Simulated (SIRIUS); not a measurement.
HfC, 2 atoms in the cell. The typed cell holds 2 atoms: a = 3.288 Å, b = 3.288 Å, c = 3.288 Å, α = 60.00°, β = 60.00°, γ = 60.00°.  The cell isn't the ideal one: atoms moved at random, drawn with an rms of 0.05 Å.

```yaml
Program: SIRIUS 7.10.0
Task: single point
Functional: PBEsol
Potentials_or_basis: PseudoDojo 0.4.1 PBEsol standard (scalar relativistic)
Cutoff: 1127 eV
Density_cutoff: 4507 eV
k_mesh: 10 × 10 × 10
Occupations: fermi-dirac, width 0.05 eV
Spin: no spin polarisation
Libxc_names: "[\"XC_GGA_X_PBE_SOL\", \"XC_GGA_C_PBE_SOL\"]"
Energy_tol: 1e-08 Ha
Density_tol: 1e-06
Mixer: anderson
Mixing_beta: 0.7
Max_scf: 100
Radial_cutoff_for_the_potentials'_integrals: 6.5 bohr
```

Potentials or basis: PseudoDojo 0.4.1 PBEsol standard (scalar relativistic).

Command:

```bash
$ upf_to_json C.upf
$ upf_to_json Hf.upf
$ OMP_NUM_THREADS=1 sirius.scf --input=sirius.json --output=out.json --task=0
```

Hardware: 1 thread of Arm Neoverse V1, with other jobs on the host.

Q: Estimate the wall time of this run.

A: It took 6.7 min on 1 thread of Arm Neoverse V1 (shared host), peak memory 2.2 GiB. Counts: scf iterations 12, k points 504, plane waves 2109, bands 15.
